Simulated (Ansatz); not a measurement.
Runs of Ansatz 0.2.0 on Ti. Symmetry: Im-3m, No. 229, cubic system. Conventional cell: a = 3.282 Å, b = 3.282 Å, c = 3.282 Å, α = 90.00°, β = 90.00°, γ = 90.00°. Ti (site symmetry m-3m) has 8 Ti at 2.84 Å as nearest neighbours. This isn't the form of Ti at room conditions, which is hcp.

```tsv
task	level	potentials or basis	spin	fixed moment (μB)	cell	k mesh	cutoff (eV)	smearing	sphere radius (all atoms)	basis error allowed	other keys	gap on the mesh (eV)	pressure (GPa)
projected density of states	PBE-PBEsol	all-electron LAPW, relativistic spinors	SOC, no magnetisation	-	as given	8 × 8 × 8	230	fermi-dirac 0.05 eV	-	0.001 eV/atom	-	-	-2.6
band structure	PBEsol-PBE	all-electron LAPW, scalar-relativistic	collinear, random start	1.0	cell strained at random at fixed volume	11 × 11 × 11	238	tetrahedron	-	0.001 eV/atom	-	-	-4.5
density of states	revPBE-LDA	all-electron LAPW, scalar-relativistic	collinear, ferromagnetic start	-	volume scaled by 0.88	11 × 11 × 11	268	tetrahedron	-	0.0005 eV/atom	-	none	21.0
density of states	RPBE-LYP	all-electron LAPW, scalar-relativistic	off	-	as given	11 × 11 × 11	414	fermi-dirac 0.025 eV	0.995 Å	0.002 eV/atom	hamiltonian.pseudopotentials.lapw.muffin_tin_radii = 0.995	none	(a)
```

Q: Estimate the missing entries.

A: (a) 2.8.

Caveats: with tetrahedron occupations forces and stress needn't match the slope of the energy (some runs); the k mesh is thin for a metal, which can move the energy by tens of meV per atom (some runs); the total moment is fixed, so each spin has its own Fermi level (some runs); the program warned that the printed levels may be off, so bands, gaps and densities of states are rough (some runs); the starting moments weren't kept (some runs).

A gap of «none» marks a metal or a gap under the smearing width.

The runs don't all hold the same shells in valence.

Runs at the PBE level aren't shown here.
